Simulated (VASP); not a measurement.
Output of a VASP run:

**OUTCAR**
```
 ion  position               nearest neighbor table
   1  0.000  0.000  0.000-
   2  0.500  0.500  0.500-
  LATTYP: Found a simple cubic cell.
 ALAT       =     4.3775416306
 Subroutine PRICEL returns:
 Original cell was already a primitive cell.
 Subroutine GETGRP returns: Found 48 space group operations
The static configuration has the point symmetry O_h .
The dynamic configuration has the point symmetry O_h .
 Subroutine INISYM returns: Found 48 space group operations
 Subroutine IBZKPT returns following result:
 Found     20 irreducible k-points:

 Following reciprocal coordinates:
            Coordinates               Weight
  0.000000  0.000000  0.000000      1.000000
  0.166667  0.000000  0.000000      6.000000
  0.333333  0.000000  0.000000      6.000000
  0.500000  0.000000  0.000000      3.000000
  0.166667  0.166667  0.000000     12.000000
  0.333333  0.166667  0.000000     24.000000
  0.500000  0.166667  0.000000     12.000000
  0.333333  0.333333  0.000000     12.000000
  0.500000  0.333333  0.000000     12.000000
  0.500000  0.500000  0.000000      3.000000
  0.166667  0.166667  0.166667      8.000000
  0.333333  0.166667  0.166667     24.000000
  0.500000  0.166667  0.166667     12.000000
  0.333333  0.333333  0.166667     24.000000
  0.500000  0.333333  0.166667     24.000000
  0.500000  0.500000  0.166667      6.000000
  0.333333  0.333333  0.333333      8.000000
  0.500000  0.333333  0.333333     12.000000
  0.500000  0.500000  0.333333      6.000000
  0.500000  0.500000  0.500000      1.000000
   k-points           NKPTS =     20   k-points in BZ     NKDIM =     20   number of bands    NBANDS=     12
   number of dos      NEDOS =    301   number of ions     NIONS =      2
   total plane-waves  NPLWV =  46656
   dimension x,y,z NGX =    36 NGY =   36 NGZ =   36
   dimension x,y,z NGXF=    72 NGYF=   72 NGZF=   72
   ions per type =               1   1
   PREC   = accura    normal or accurate (medium, high low for compatibility)
   ISTART =      0    job   : 0-new  1-cont  2-samecut
   ICHARG =      2    charge: 1-file 2-atom 10-const
   ISPIN  =      1    spin polarized calculation?
   LNONCOLLINEAR =      F non collinear calculations
   LSORBIT =      F    spin-orbit coupling
   INIWAV =      1    electr: 0-lowe 1-rand  2-diag
   ENCUT  =  520.0 eV  38.22 Ry    6.18 a.u.   8.14  8.14  8.14*2*pi/ulx,y,z
   NELM   =    100;   NELMIN=  2; NELMDL= -5     # of ELM steps
   EDIFF  = 0.1E-05   stopping-criterion for ELM
   LREAL  =      F    real-space projection
   NLSPLINE    = F    spline interpolate recip. space projectors
   LMAXMIX     =    4 max onsite mixed and CHGCAR
   VOSKOWN=      0    Vosko Wilk Nusair interpolation
   EDIFFG = -.1E-01   stopping-criterion for IOM
   NSW    =     60    number of steps for IOM
   NBLOCK =      1;   KBLOCK =     60    inner block; outer block
   IBRION =      2    ionic relax: 0-MD 1-quasi-New 2-CG
   NFREE  =      1    steps in history (QN), initial steepest desc. (CG)
   ISIF   =      3    stress and relaxation
   ISYM   =      2    0-nonsym 1-usesym 2-fastsym
   TEIN   =    0.0    initial temperature
   TEBEG  =    0.0;   TEEND  =   0.0 temperature during run
   SMASS  =  -3.00    Nose mass-parameter (am)
   PSTRESS=    0.0 pullay stress
   NELECT =      16.0000    total number of electrons
   EFERMI =   0.00;   METHOD = LEGACY
   ISMEAR =     0;   SIGMA  =   0.05  broadening in eV -4-tet -1-fermi 0-gaus
   IALGO  =     38    algorithm
   LDIAG  =      T    sub-space diagonalisation (order eigenvalues)
   IMIX   =      4    mixing-type and parameters
     AMIX     =   0.40;   BMIX     =  1.00
     AMIX_MAG =   1.60;   BMIX_MAG =  1.00
     AMIN     =   0.10
   GGA     = RP    functional components
   VOSKOWN =     0    Vosko Wilk Nusair interpolation
   LHFCALC =     F    Hartree Fock is set to
   LHFONE  =     F    Hartree Fock one center treatment
...
```

OSZICAR:
```
       N       E                     dE             d eps       ncg     rms          rms(c)
DAV:   1     0.103221189138E+03    0.10322E+03   -0.66922E+03   480   0.112E+03
DAV:   2     0.131807739174E+01   -0.10190E+03   -0.96936E+02   728   0.189E+02
DAV:   3    -0.656582513428E+01   -0.78839E+01   -0.78596E+01   600   0.603E+01
DAV:   4    -0.665572835999E+01   -0.89903E-01   -0.89869E-01   572   0.774E+00
DAV:   5    -0.665717439151E+01   -0.14460E-02   -0.14459E-02   604   0.965E-01    0.261E+00
DAV:   6    -0.621075473818E+01    0.44642E+00   -0.74015E-01   560   0.456E+00    0.210E+00
DAV:   7    -0.616049949962E+01    0.50255E-01   -0.25592E-01   612   0.273E+00    0.127E+00
DAV:   8    -0.617026191700E+01   -0.97624E-02   -0.29249E-02   556   0.139E+00    0.202E-01
DAV:   9    -0.617219942071E+01   -0.19375E-02   -0.79491E-03   556   0.597E-01    0.152E-01
DAV:  10    -0.617265134292E+01   -0.45192E-03   -0.95066E-04   552   0.277E-01    0.133E-02
DAV:  11    -0.617268157378E+01   -0.30231E-04   -0.65687E-05   648   0.618E-02    0.917E-03
DAV:  12    -0.617268679902E+01   -0.52252E-05   -0.24257E-05   576   0.404E-02    0.546E-03
DAV:  13    -0.617268657309E+01    0.22593E-06   -0.46588E-07   392   0.597E-03
   1 F= -.61726866E+01 E0= -.61726866E+01  d E =-.617269E+01
       N       E                     dE             d eps       ncg     rms          rms(c)
DAV:   1    -0.617295433315E+01   -0.26753E-03   -0.45759E-03   512   0.455E-01    0.837E-02
DAV:   2    -0.617275803346E+01    0.19630E-03   -0.35801E-04   532   0.112E-01    0.274E-02
DAV:   3    -0.617272176117E+01    0.36272E-04   -0.94095E-05   524   0.585E-02    0.158E-02
DAV:   4    -0.617271633108E+01    0.54301E-05   -0.83845E-06   564   0.185E-02    0.373E-03
DAV:   5    -0.617271580134E+01    0.52974E-06   -0.39814E-07   332   0.467E-03
   2 F= -.61727158E+01 E0= -.61727158E+01  d E =-.292283E-04
```

**OUTCAR**
```
------------------------ aborting loop because EDIFF is reached ----------------------------------------
  FORCE on cell =-STRESS in cart. coord.  units (eV):
  Direction    XX          YY          ZZ          XY          YZ          ZX
  --------------------------------------------------------------------------------------
  Total        0.0145316      0.0145316      0.0145316     -0.0000000     -0.0000000      0.0000000
  in kB        0.2771230      0.2771230      0.2771230     -0.0000000     -0.0000000      0.0000000
  external PRESSURE =       0.2771230 kB  Pullay stress =       0.0000000 kB
  volume of cell :       84.01
      direct lattice vectors                 reciprocal lattice vectors
     4.379765825 -0.000000000  0.000000000     0.228322709 -0.000000000  0.000000000
     0.000000000  4.379765825 -0.000000000     0.000000000  0.228322709 -0.000000000
    -0.000000000  0.000000000  4.379765825    -0.000000000  0.000000000  0.228322709
 POSITION                                       TOTAL-FORCE (eV/Angst)
 -----------------------------------------------------------------------------------
      0.00000      0.00000      0.00000        -0.000000     -0.000000      0.000000
      2.18988      2.18988      2.18988         0.000000      0.000000      0.000000
 -----------------------------------------------------------------------------------
    total drift:                                0.000000      0.000000      0.000000
  FREE ENERGIE OF THE ION-ELECTRON SYSTEM (eV)
  ---------------------------------------------------
  free  energy   TOTEN  =        -6.1727158013 eV

  energy  without entropy=       -6.1727158013  energy(sigma->0) =       -6.17271580

 reached required accuracy - stopping structural energy minimisation
```
(Selected blocks of OUTCAR.)

### POSCAR
```
CsCl
1
    4.3775416306    -0.0000000000     0.0000000000
    0.0000000000     4.3775416306    -0.0000000000
    0.0000000000     0.0000000000     4.3775416306
Cs Cl
1 1
Direct
  0.0000000000   0.0000000000   0.0000000000
  0.5000000000   0.5000000000   0.5000000000
```

**Question.** Write an INCAR and KPOINTS that could have produced this output.

**Answer.** One answer among several that fit: the input of the run itself, RPBE GGA, plane waves, VASP's PBE PAW potentials (set 64).

**INCAR**
```
SYSTEM = CsCl
PREC = Accurate
ENCUT = 520
EDIFF = 1E-6
NELM = 100
ALGO = Normal
LREAL = .FALSE.
LASPH = .TRUE.
ISMEAR = 0
SIGMA = 0.05
GGA = RP
LMAXMIX = 4
LWAVE = .FALSE.
LCHARG = .FALSE.
IBRION = 2
ISIF = 3
NSW = 60
EDIFFG = -0.01
```

### KPOINTS
```
K-points
0
G
6 6 6
0 0 0
```

POTCAR, in this order: Cs_sv Cl (PBE.64 set). Program: vasp_std.

The compound is CsCl in the CsCl type structure. This run relaxes it. Symmetry was kept, so distortions that lower it aren't found. The start is the result of an earlier pass.
